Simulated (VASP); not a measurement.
VASP 6.6.1 run: BaTe

INCAR

```
SIGMA = 0.02
ENCUT = 520
LASPH = .TRUE.
ISMEAR = -1
LREAL = .FALSE.
ISIF = 2
NSW = 0
NELM = 87
PREC = Accurate
EDIFF = 1E-7
NBANDS = 15
LWAVE = .FALSE.
IBRION = -1
GGA = PE
LCHARG = .FALSE.
```

KPOINTS

```
KPOINTS created by Atomic Simulation Environment
0
Monkhorst-Pack
6 6 6
0 0 0
```

POSCAR

```
Ba Te
 1.0000000000000000
     0.0000000000000000    3.5323793129999999    3.5323793129999999
     3.4366518336000000    0.0000000000000000    3.5323793129999999
     3.4366518336000000    3.5323793129999999    0.0000000000000000
 Ba  Te
   1   1
Cartesian
  0.0000000000000000  0.0000000000000000  0.0000000000000000
  3.4366518336000000  3.5323793129999994  3.5323793129999994
```

The recommended PBE PAW datasets give the neutral cell 16 valence electrons.

Command

```
mpirun -np 1 vasp_std
```

**Question.** Predict the outcome of this run.

**Answer.** It converged. Results: gap between bands v and c on the k mesh 1.77 eV; least direct gap on the k mesh 2.11 eV; pressure 1.2 GPa. Band v is the last that the valence electrons fill when counted band by band, and c is the next.

OSZICAR

```
N       E                     dE             d eps       ncg     rms          rms(c)
DAV:   1     0.847308928695E+02    0.84731E+02   -0.62433E+03  1890   0.889E+02
DAV:   2    -0.345278734533E+01   -0.88184E+02   -0.80745E+02  2578   0.156E+02
DAV:   3    -0.858091807759E+01   -0.51281E+01   -0.50928E+01  2601   0.404E+01
DAV:   4    -0.870763766272E+01   -0.12672E+00   -0.12668E+00  2497   0.636E+00
DAV:   5    -0.871056902199E+01   -0.29314E-02   -0.29313E-02  2735   0.802E-01    0.372E+00
DAV:   6    -0.859956400582E+01    0.11101E+00   -0.12736E-01  2268   0.179E+00    0.245E+00
DAV:   7    -0.860143959082E+01   -0.18756E-02   -0.10906E-01  2408   0.185E+00    0.827E-01
DAV:   8    -0.860761930196E+01   -0.61797E-02   -0.14275E-02  2072   0.798E-01    0.202E-01
DAV:   9    -0.860801102713E+01   -0.39173E-03   -0.75865E-04  2667   0.182E-01    0.633E-02
DAV:  10    -0.860823064543E+01   -0.21962E-03   -0.34701E-04  2142   0.128E-01    0.243E-02
DAV:  11    -0.860824466872E+01   -0.14023E-04   -0.40453E-05  2612   0.356E-02    0.226E-02
DAV:  12    -0.860824085233E+01    0.38164E-05   -0.13128E-05  2345   0.189E-02    0.129E-02
DAV:  13    -0.860824161365E+01   -0.76132E-06   -0.88096E-07  2268   0.587E-03    0.192E-03
DAV:  14    -0.860824173316E+01   -0.11951E-06   -0.26329E-08  1981   0.102E-03    0.548E-04
DAV:  15    -0.860824183213E+01   -0.98967E-07   -0.86767E-09  1351   0.615E-04
   1 F= -.86082418E+01 E0= -.86082418E+01  d E =-.201013E-11
```

The shifted mesh misses Γ, so a band edge there is missed.

For comparison, a separate PBE run of the intended cell, on usual settings and not on those above, gives a gap of 1.47 eV on its mesh and a pressure of 1.2 GPa.
